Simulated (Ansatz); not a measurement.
# Energy ranking of Si3S2 structures

Method: Ansatz 0.2.0, DFT PBE, scalar-relativistic, plane waves, PAW. All cells share a 420 eV cutoff and Γ-centred k meshes spaced at most 0.3 Å⁻¹ (0.19 for metals, 2π included).

These are static lattice energies at zero pressure. Larger cells and other orderings weren't all tried, so the list isn't exhaustive. The k mesh leaves about 4 meV/atom of noise in metals. No run is spin-polarised.

```
#                           started from      space group  atoms  V (Å³/atom)  ΔE (meV/atom)  gap on mesh (eV)  rattle test
1                         a rattled cell      P-1 (No. 2)      5         19.2              0              0.00            -
2  anti-A-type sesquioxide type, changed  P-3m1 (No. 164)      5         17.2            446              0.00  falls lower
```

The lowest structure: Space group P-1 (No. 2), triclinic, a = 3.949 Å, b = 5.177 Å, c = 5.186 Å, α = 75.5°, β = 73.2°, γ = 74.4°. Si on Wyckoff site a (1 atom of the primitive cell) has 2 S at 2.45 Å and 4 Si at 2.49–2.51 Å; around Si on Wyckoff site i (2 atoms of the primitive cell) lie 2 S at 2.27 Å and 2 Si at 2.49–2.51 Å; around S lie 2 Si at 2.27 Å and 1 Si at 2.45 Å. Its energy against the elements is -0.04 eV/atom. Energies over the elements count from the lowest elemental structures computed at the same level, with no empirical corrections.

```
Si S
1.0
     3.94860    0.00000    0.00000
     1.39046    4.98670    0.00000
     1.49504    0.93158    4.87780
Si S
3 2
Direct
  0.00000 0.00000 0.00000
  0.49589 0.75990 0.24245
  0.50411 0.24010 0.75755
  0.56715 0.30036 0.29885
  0.43285 0.69964 0.70115
```

The second: Space group P-3m1 (No. 164), trigonal, a = 4.250 Å, c = 5.494 Å. Si on Wyckoff site a (1 atom of the primitive cell) is coordinated by 6 Si at 2.75 Å and 6 S at 3.13 Å; Si on Wyckoff site d (2 atoms of the primitive cell) has 1 S at 2.30 Å, 3 S at 2.55 Å and 3 Si at 2.75 Å; around S lie 1 Si at 2.30 Å and 3 Si at 2.55 Å.

(1) At what pressure would number 2, the only denser structure, take over if both were incompressible?

Answers

(1) ΔE/ΔV is 446 meV/atom over 19.21 − 17.19 Å³/atom, about 35 GPa. This crude estimate ignores compression.